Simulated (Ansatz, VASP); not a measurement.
## HfSi2 in VASP and in Ansatz

INCAR

```
SYSTEM = HfSi2
PREC = Accurate ; ENCUT = 520
EDIFF = 1E-7 ; ISMEAR = -1
SIGMA = 0.05 ; LREAL = .False.
LASPH = .True. ; NELM = 60
ALGO = Normal ; ISIF = 2
LWAVE = .False. ; LCHARG = .False.
GGA = PE ; NBANDS = 27
```

The input KPOINTS:

```
Automatic mesh
0
Gamma
  8 8 7
  0 0 0
```

POSCAR

```
HfSi2
1.0
    1.8360000000     -7.2850000000      0.0000000000
    1.8360000000      7.2850000000      0.0000000000
    0.0000000000      0.0000000000      3.6410000000
Hf Si
2 4
Direct
    0.1060000000      0.8940000000      0.2500000000
    0.8940000000      0.1060000000      0.7500000000
    0.7500000000      0.2500000000      0.2500000000
    0.2500000000      0.7500000000      0.7500000000
    0.4410000000      0.5590000000      0.2500000000
    0.5590000000      0.4410000000      0.7500000000
```

The input input.yaml:

```yaml
crystal:
  lattice:
    - [1.836, -7.285, 0.0]
    - [1.836, 7.285, 0.0]
    - [0.0, 0.0, 3.641]
  atoms:
    - { symbol: Hf, position: [0.106, 0.894, 0.25] }
    - { symbol: Hf, position: [0.894, 0.106, 0.75] }
    - { symbol: Si, position: [0.75, 0.25, 0.25] }
    - { symbol: Si, position: [0.25, 0.75, 0.75] }
    - { symbol: Si, position: [0.441, 0.559, 0.25] }
    - { symbol: Si, position: [0.559, 0.441, 0.75] }
hamiltonian:
  xc: pbe
  pseudopotentials: { kind: paw }
kpoints:
  mp_grid: { grid: [8, 8, 7] }
scf:
  occupations: { method: fermi_dirac, width: 0.05 }
output:
  forces: true
  stress: true
  eigenvalues: true
```

Alike in both runs: task single point; functional PBE; k mesh 8 × 8 × 7; occupations fermi-dirac, width 0.05 eV; no spin polarisation.

|  | VASP | Ansatz |
| --- | --- | --- |
| version | VASP 6.6.1 | Ansatz 0.2.0 |
| potentials or method | VASP PAW PBE potentials, release 64 (Hf_pv, Si) | Ansatz PAW |
| plane-wave cutoff (eV) | 520 | 420 |
| valence electrons in the cell | 36 | 68 |

|  | VASP | Ansatz | Ansatz less VASP |
| --- | --- | --- | --- |
| gap on the k mesh at the Fermi level (eV) | none | none | - |
| pressure (GPa) | 1.2 | 1.2 | -0.03 |
| largest component of the traceless stress (GPa) | 1.60 | 1.60 | +0.004 |
| rms of the force components (eV/Å) | 0.230 | 0.224 | -0.0064 |

Atom by atom the forces differ by 0.006 eV/Å (rms over components). A gap of «none» marks a metal or a gap that the smearing closes. With one functional, cell and mesh, what is left measures potentials, basis and numerics. The two sets of potentials don't hold the same shells in valence.

Spin-orbit coupling is left out, which matters for the levels of Hf.
